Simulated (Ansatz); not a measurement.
The cell is COD entry 1200018, as deposited and not checked against the literature; nothing was relaxed. It is an old determination, and later ones may differ.

An input for C: DFT, PBEsol, all-electron LAPW, scalar-relativistic (Ansatz 0.2.0).

Command: `ansatz run input.yaml --threads 1 --pin off --max-ram 3072MiB --backend cpu --events-out ev --progress --plain --runs-dir out` The run took 56 s on 1 thread of Arm Neoverse V2 (shared host), peak memory 0.77 GiB.

```yaml
crystal:
  lattice:
    - [1.2280263465, 0.7090013417, 3.3470108394]
    - [-1.2280263465, 0.7090013417, 3.3470108394]
    - [0.0, -1.4180026834, 3.3470108394]
  atoms:
    - { symbol: C, position: [0.164, 0.164, 0.164] }
    - { symbol: C, position: [0.836, 0.836, 0.836] }
kpoints:
  mp_grid: { grid: [17, 17, 17] }
  band_path:
    path:
      - [0.0, 0.0, 0.0]
      - [0.5, 0.5, 0.5]
      - [0.8034183602, 0.1965816398, 0.5]
      - [0.5, -0.1965816398, 0.1965816398]
      - [0.5, 0.0, 0.0]
      - [0.0, 0.0, 0.0]
      - [0.3482908199, -0.3482908199, 0.0]
      - [0.6517091801, 0.0, 0.3482908199]
      - [0.5, 0.0, 0.5]
    npoints: 14
scf:
  occupations: { method: fermi_dirac, width: 0.03 }
hamiltonian:
  xc: pbesol
  pseudopotentials: { kind: all_electron, lapw: { basis_error: 0.0005 } }
output:
  forces: true
  stress: true
  eigenvalues: true
  populations: true
  dos: { projected: true, de: 0.2, e_range: [-14, 8] }
```

Set-up and iterations as logged by Ansatz (the results part is left out, to be predicted):

```
C: projections on atomic orbitals take those of the free atom 1s2 2s2 2p2, of charge +0.00 (hamiltonian.pseudopotentials.projection_atoms)
LAPW: plane waves up to 12.297 Å⁻¹, error target 5.0e-4 eV per atom; small_component_spin mean_spin; C in spheres of 0.710 Å, 6 of its electrons in bands, Dirac shells []
Engine: ansatz 0.2.0
Pseudopotentials: kind: all_electron
Pseudopotential: C, LAPW, valence charge 6, Koelling and Harmon's equation, gaussian nucleus
Functional definition: PBEsol
  exchange = pbesol_x
  correlation = pbesol_c
Crystal: 2 atoms, lattice volume = 17.485 Å³
Basis set: ecut = 576.1474695451928 eV, 541 PW (Γ), FFT grids on a1−a3, a2−a3, a3, exchange–correlation at level 2
Bands: 10, of which v1, the nominal top of the filled ones, is band 6 counted from 1 (5 counted from 0)
Symmetry: 12 space group operations
Space group: R-3m (ITA 166), of the structure as read, at distance tolerance 2.6e-5 Å
k-points: 489 of 4913
Non-local potential: C, projectors of the file, none
Initial density: superposition of atomic densities (chi_scale 0.1, normalization cell)
Initial wavefunctions: plane waves of lowest kinetic energy (no species holds an atomic orbital)
Functional: x = pbesol(κ = 0.804, μ = 0.12345679012345678), c = pbesol(β = 0.046)
iter 1 solved again at ethr=2.09e-2 eV; its pass at ethr=1.00e-1 eV (dr2=2.50e0 eV) is discarded
SCF iter   1: F=—  HF=-2066.441184 eV  |F-HF|=—  |Δ(HF+E_count)|=         —  Δρ=1.28e-1  dr2=2.52e0  ethr=2.09e-2  ⟨swp⟩=2.0  Hψ=35128  notcnv=0
iter 2 solved again at ethr=1.78e-3 eV; its pass at ethr=2.09e-2 eV (dr2=2.13e-1 eV) is discarded
SCF iter   2: F=—  HF=-2065.299611 eV  |F-HF|=—  |Δ(HF+E_count)|=    1.14e0  Δρ=4.39e-2  dr2=2.12e-1  ethr=1.78e-3  ⟨swp⟩=2.0  Hψ=26584  notcnv=0  defer=1
SCF iter   3: F=—  HF=-2065.215646 eV  |F-HF|=—  |Δ(HF+E_count)|=         —  Δρ=7.33e-3  dr2=2.87e-3  ethr=1.77e-3  ⟨swp⟩=3.0  Hψ=15853  notcnv=0
the basis was enlarged: its passes take 85.6 KiB over the memory plan, 1 of 1 planned eigensolver slots
SCF iter   4: F=—  HF=-2065.215257 eV  |F-HF|=—  |Δ(HF+E_count)|=   3.89e-4  Δρ=2.38e-4  dr2=9.13e-6  ethr=2.39e-5  ⟨swp⟩=2.0  Hψ=12105  notcnv=0
SCF iter   5: F=—  HF=-2065.215258 eV  |F-HF|=—  |Δ(HF+E_count)|=   8.79e-7  Δρ=5.98e-5  dr2=2.12e-7  ethr=7.61e-8  ⟨swp⟩=3.0  Hψ=12716  notcnv=0
SCF iter   6: F=-2065.215258 eV  HF=-2065.215258 eV  |F-HF|=1.53e-9  |Δ(HF+E_count)|=   2.51e-7  Δρ=5.22e-6  dr2=1.62e-9  ethr=1.76e-9  ⟨swp⟩=3.0  Hψ=11403  notcnv=0
```

Q: What pressure will this run report?

A: 1.11 GPa (positive in compression).

Q: How large will the largest force be?

A: 0.875 eV/Å.

Q: Is there a band gap?

A: 0.08 eV, direct, on the line H0 (0.5, -0.197, 0.197)–L (0.5, 0, 0) (so small a gap may close at points that the mesh and path miss).
